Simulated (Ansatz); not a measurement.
# Ti in Ansatz: the effect of functional

Ti:

```
Ti
1.0
     0.00000    2.06981    2.06981
     2.06981    0.00000    2.06981
     2.06981    2.06981    0.00000
Ti
1
Direct
  0.00000 0.00000 0.00000
```

This isn't the form of Ti at room conditions, which is hcp.

The cell isn't the ideal one: volume scaled by 1.06.

Alike in all runs:

```yaml
Program: Ansatz 0.2.0
Task: single point
Potentials_or_basis: Ansatz PAW
k_mesh: 11 × 11 × 11
Occupations: fermi-dirac, width 0.05 eV
Spin: no spin polarisation
```

| functional | cutoff | pressure (GPa) |
| --- | --- | --- |
| LDA | 420 eV (not typed: the program's choice for these potentials) | -10.6 |
| PBEsol | 420 eV (not typed: the program's choice for these potentials) | ? |
| r2SCAN | 500 eV (not typed: the program's choice for these potentials) | -2.3 |

**Question.** What does the run with functional PBEsol give?

**Answer.** Pressure -6.4 GPa.

Caveats: the PAW data sets come from PBE, with cores solved anew for the run's functional, which leaves a small shift of forces and pressure.
